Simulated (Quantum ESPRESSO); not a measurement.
**ZrSe2 under changes of volume**

One of the cells (25.784 Å³/atom); the others are scaled copies at fixed shape and fractional positions:

```
Zr Se
1.0
     3.79800    0.00000    0.00000
    -1.89900    3.28916    0.00000
     0.00000    0.00000    6.19200
Zr Se
1 2
Direct
  0.00000 0.00000 0.00000
  0.66667 0.33333 0.75000
  0.33333 0.66667 0.25000
```

| Item | Value |
| --- | --- |
| Program | Quantum ESPRESSO 7.5 |
| Functional | PBEsol |
| Potentials or basis | PseudoDojo 0.4.1 SR PBEsol standard |
| Cutoff | 1170 eV |
| Density cutoff | 4680 eV |
| k mesh | 8 × 8 × 5 |
| Occupations | fermi-dirac, width 0.05 eV |
| Spin | no spin polarisation |

| volume (Å³/atom) | energy over the lowest point (meV/atom) | pressure (GPa) | gap on the mesh (eV) | largest force (eV/Å) |
| --- | --- | --- | --- | --- |
| 24.237 | ? | ? | ? | ? |
| 24.753 | 4.27 | 2.2 | 0.31 | 0.548 |
| 25.268 | 0.00 | 0.4 | 0.33 | 0.307 |
| 25.784 | 1.21 | -1.2 | 0.35 | 0.085 |
| 26.300 | 7.35 | -2.6 | 0.38 | 0.123 |
| 26.815 | 17.94 | -3.9 | 0.40 | 0.316 |
| 27.331 | 32.55 | -5.1 | 0.42 | 0.495 |

**Question.** What does the run at 24.237 Å³/atom give?

**Answer.** Energy over the lowest point 14.61 meV/atom; pressure 4.2 GPa; gap on the mesh 0.28 eV; largest force 0.806 eV/Å.

Worked out: A Birch-Murnaghan fit of order 3 (a polynomial in V^(-2/3)) to the other rows has its minimum at 25.41 Å³/atom with B0 = V·E''(V) = 82 GPa and B' = 4.1 at fixed shape and positions, which overstates the stiffness. It gives 14.63 meV/atom at 24.237 Å³/atom, against the run's 14.61, and -dE/dV = 4.2 GPa, against 4.2. A straight line through the other rows of the gap, of slope 1.14 eV per unit of ln V, extrapolates to 0.28 eV, against the run's 0.28.

Energies are extrapolated to zero smearing.

Caveats: an odd mesh through Γ misses points on the zone boundary, where band edges often lie; this functional lacks dispersion, which binds the layers, so the pressure and a relaxed spacing across them are unreliable. Spin-orbit coupling on Se, Zr is left out.
